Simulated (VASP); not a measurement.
Crystal: Si.

```
Si
1.0
     0.00000    2.72185    2.72185
     2.72185    0.00000    2.72185
     2.72185    2.72185    0.00000
Si
2
Direct
  0.50000 0.50000 0.50000
  0.75000 0.75000 0.75000
```

Program: VASP 6.6.1. Alike in all runs: task band structure; potentials or basis VASP PAW PBE potentials, release 64 (Si); no spin polarisation; cell as given; k mesh 4 × 4 × 4; cutoff (eV) 520; smearing fermi-dirac 0.05 eV; the mesh is coarse, so values aren't converged.

Order these runs on this cell by their pressure, lowest first.
A. level r2SCAN-EpsX; grid for exact exchange (PRECFOCK) Normal; exchange at q = 0 default; share of exact exchange 0.0711
B. level HF; grid for exact exchange (PRECFOCK) Fast; exchange at q = 0 default
C. level r2SCAN50; grid for exact exchange (PRECFOCK) Fast; exchange at q = 0 truncated

C (-2.3 GPa), A (0.0 GPa), B (2.8 GPa).

Caveats: all runs use coarse meshes; the PAW data sets were made with another functional, which shifts forces and pressure a little; an unscreened hybrid on a path of extra k points without a Coulomb cutoff has errors near the mesh points, so the bands along the path aren't reliable (some runs).

Runs at the PBE level aren't shown here.
